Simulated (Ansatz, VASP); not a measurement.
Two plane-wave programs on Sb

INCAR

```
PREC = Accurate
ENCUT = 520
EDIFF = 1E-6
ISMEAR = 0
SIGMA = 0.15
LREAL = F
LASPH = T
NELM = 100
ALGO = Normal
ISIF = 2
LWAVE = F
LCHARG = F
GGA = PS
NBANDS = 8
```

File KPOINTS:

```
regular mesh
0
Gamma
  18 18 18
```

File POSCAR:

```
Sb
1.0
    0.0000000000      2.3001052460      2.4423797972
    2.3001052460      0.0000000000      2.4423797972
    2.3001052460      2.3001052460      0.0000000000
Sb
1
Direct
    0.0000000000      0.0000000000      0.0000000000
```

Input for Ansatz:

```yaml
crystal:
  lattice:
    - [0.0, 2.300105246, 2.4423797972]
    - [2.300105246, 0.0, 2.4423797972]
    - [2.300105246, 2.300105246, 0.0]
  atoms:
    - { symbol: Sb, position: [0.0, 0.0, 0.0] }
basis:
  ecutwfc: 420
kpoints:
  mp_grid: { grid: [18, 18, 18] }
hamiltonian:
  xc: pbesol
scf:
  occupations: { method: gaussian, width: 0.15 }
output:
  forces: true
  stress: true
  eigenvalues: true
```

Change from the starting cell: strain -0.030 along x and y, +0.030 along z, atoms carried along.

Alike in both runs: task single point; functional PBEsol; k mesh 18 × 18 × 18; occupations gaussian, width 0.15 eV; no spin polarisation.

|  | VASP | Ansatz |
| --- | --- | --- |
| version | VASP 6.6.1 | Ansatz 0.2.0 |
| potentials or method | VASP PAW PBE potentials, release 64 (Sb) | scalar-relativistic, plane waves, PAW |
| plane-wave cutoff (eV) | 520 | 420 |
| valence electrons in the cell | 5 | 15 |

VASP gave:

- gap on the k mesh at the Fermi level (eV): none
- pressure (GPa): 0.9
- largest component of the traceless stress (GPa): 0.61

Q: Estimate Ansatz's values.

A: gap on the k mesh at the Fermi level (eV): none; pressure (GPa): 0.9; largest component of the traceless stress (GPa): 0.62.

A gap of «none» marks a metal or a gap that the smearing closes. The two sets of potentials don't hold the same shells in valence.

Caveats: the PAW data sets were made with another functional, which shifts forces and pressure a little (VASP). The runs have no spin-orbit coupling, so splittings on Sb are missing.
